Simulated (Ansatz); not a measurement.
# VO2: the cost of one run

Program: Ansatz 0.2.0. Level of theory: DFT r²SCAN without U, plane waves, PAW. These are calculated values, not measurements.

### Step 1. Starting point

It takes space group P4_2/mnm (No. 136, tetragonal). Conventional cell: a = 4.555 Å, b = 4.555 Å, c = 2.853 Å, α = 90.00°, β = 90.00°, γ = 90.00°. Around V (site symmetry mmm) lie 6 O at 1.92 to 1.93 Å. Around O (site symmetry m2m) lie 3 V at 1.92 to 1.93 Å.

Structure file:

```
CELL_PARAMETERS angstrom
4.55460 0.00000 0.00000
0.00000 4.55460 0.00000
0.00000 0.00000 2.85280
ATOMIC_POSITIONS crystal
V 0.00000 0.00000 0.00000
V 0.50000 0.50000 0.50000
O 0.30010 0.30010 0.00000
O 0.19990 0.80010 0.50000
O 0.69990 0.69990 0.00000
O 0.80010 0.19990 0.50000
```

Magnetic order typed: opposed in the cell.

### Step 2. From atoms, symmetry kept, no search

File input.yaml:

```yaml
crystal:
  lattice:
    - [4.55460075, 0.0, 0.0]
    - [0.0, 4.55460075, 0.0]
    - [0.0, 0.0, 2.85280047]
  atoms:
    - { symbol: V, position: [0.0, 0.0, 0.0], spin: 1.0 }
    - { symbol: V, position: [0.5, 0.5, 0.5], spin: -1.0 }
    - { symbol: O, position: [0.3001, 0.3001, 0.0] }
    - { symbol: O, position: [0.1999, 0.8001, 0.5] }
    - { symbol: O, position: [0.6999, 0.6999, 0.0] }
    - { symbol: O, position: [0.8001, 0.1999, 0.5] }
basis:
  ecutwfc: 500
  ecutrho_ratio: 4
kpoints:
  mp_grid: { grid: [4, 4, 7] }
hamiltonian:
  xc: r2scan
scf:
  occupations: { method: gaussian, width: 0.05 }
  lower_state_search: "off"
  max_iter: 150
output:
  forces: true
  stress: true
  eigenvalues: true
  populations: true
  hubbard: { sites: [{ site: 0, l: d }, { site: 1, l: d }] }
magnetization:
  spin_polarized: true
```

On the command line:

```
ansatz run input.yaml --threads 8 --pin off --max-ram 12288MiB --backend cpu --events-out ev --progress --plain --runs-dir out
```

Q: Estimate wall time and peak memory on 8 threads of Arm Neoverse V2, shared host.

About 8.5 s, with a peak of 0.63 GiB.
